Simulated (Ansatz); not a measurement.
**SnS at a changed volume — ¹¹⁹Sn Mössbauer parameters**

Cell: an entry of the Crystallography Open Database (COD), relaxed with PBE at fixed cell and then changed (volume scaled by 1.02, ions relaxed).

```cif
data_SnS
_symmetry_space_group_name_H-M 'Pnma'
_symmetry_Int_Tables_number 62
_cell_length_a 11.3950
_cell_length_b 4.0768
_cell_length_c 4.2701
_cell_angle_alpha 90.000
_cell_angle_beta 90.000
_cell_angle_gamma 90.000
loop_
_atom_site_label
_atom_site_type_symbol
_atom_site_symmetry_multiplicity
_atom_site_Wyckoff_symbol
_atom_site_fract_x
_atom_site_fract_y
_atom_site_fract_z
Sn Sn 4 c 0.1221 0.2500 0.1088
S S 4 c 0.8514 0.2500 0.4801
```

One atom of each set is listed.

Computed with Ansatz: DFT, PBE, plane waves and PAW, scalar-relativistic, 420 eV cutoff, Γ-centred 4×11×10 k-points, Fermi–Dirac smearing 0.02 eV.

Isomer shifts (against SnO₂) follow from the electron density at the nucleus, δ = α(ρ − ρ₀), with α = 0.099 mm s⁻¹ a₀³ and ρ₀ = 183191.44 a₀⁻³ from a line fitted to 8 measured compounds at this level of theory (rms miss 0.12 mm/s). ΔE_Q = ½eQV_zz(1 + η²/3)^½ with Q = -0.132 b for the 23.9 keV state.

Question: Where do the absorption lines lie?

Answer: Sn (4 atoms a cell): δ = 3.36, |ΔE_Q| = 0.96 mm/s, a doublet at 2.88 and 3.84 mm/s.

Without spin–orbit coupling (the program notes it for Sn) the gradients can shift somewhat, as the gap is small. Shifts outside the range of the fitted compounds (-0.5 to 3.2 mm/s for Sn) are extrapolations.

The relaxation (3 steps) took 2.1 min of wall time (2 min of CPU time) and 1.1 GiB at its peak, on 1 thread of Intel Xeon Platinum 8488C (Sapphire Rapids) (x86_64; 16 cores open to the job, memory cap 3.0 GiB, no GPU), a shared host with a load of 0.6 a core.
